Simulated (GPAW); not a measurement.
Ni: equation of state with r2SCAN

Ni:

```
Ni
1.0
     0.00000    1.73757    1.73757
     1.73757    0.00000    1.73757
     1.73757    1.73757    0.00000
Ni
1
Direct
  0.00000 0.00000 0.00000
```

| Property | Result |
| --- | --- |
| Program | GPAW 26.7.0 |
| Task | equation of state |
| Functional | r2SCAN |
| Potentials or basis | GPAW PAW data sets (gpaw-data 1.2.1) |
| Cutoff | 600 eV |
| Basis | pw |
| k mesh | 13 × 13 × 13 |
| Occupations | fermi-dirac, width 0.05 eV |
| Spin | collinear spin, ferromagnetic start |
| Starting moments | [1.0] μB |
| Ranks | 4 |
| Maxiter | 150 |
| Eos scales | [0.94, 0.96, 0.98, 1.0, 1.02, 1.04, 1.06] |

```
Equilibrium volume : 10.70 Å³/atom (rough: see the caveat)
Bulk modulus       : 206 GPa (rough)
```

Energy against volume, from the lowest point:
| volume (Å³/atom) | energy (meV/atom) |
| --- | --- |
| 9.862 | 49.18 |
| 10.072 | 26.38 |
| 10.282 | 11.14 |
| 10.492 | 2.60 |
| 10.702 | 0.00 |
| 10.912 | 2.58 |
| 11.122 | 10.01 |

It took 4.6 min on 4 MPI ranks on Arm Neoverse V1, with other jobs on the host, peak memory 0.47 GiB a rank.

Caveat: the stock nickel data set gives pressures a few GPa off other programs; the points scatter about the fit; the PAW data sets were made with another functional, which shifts forces and pressure a little.
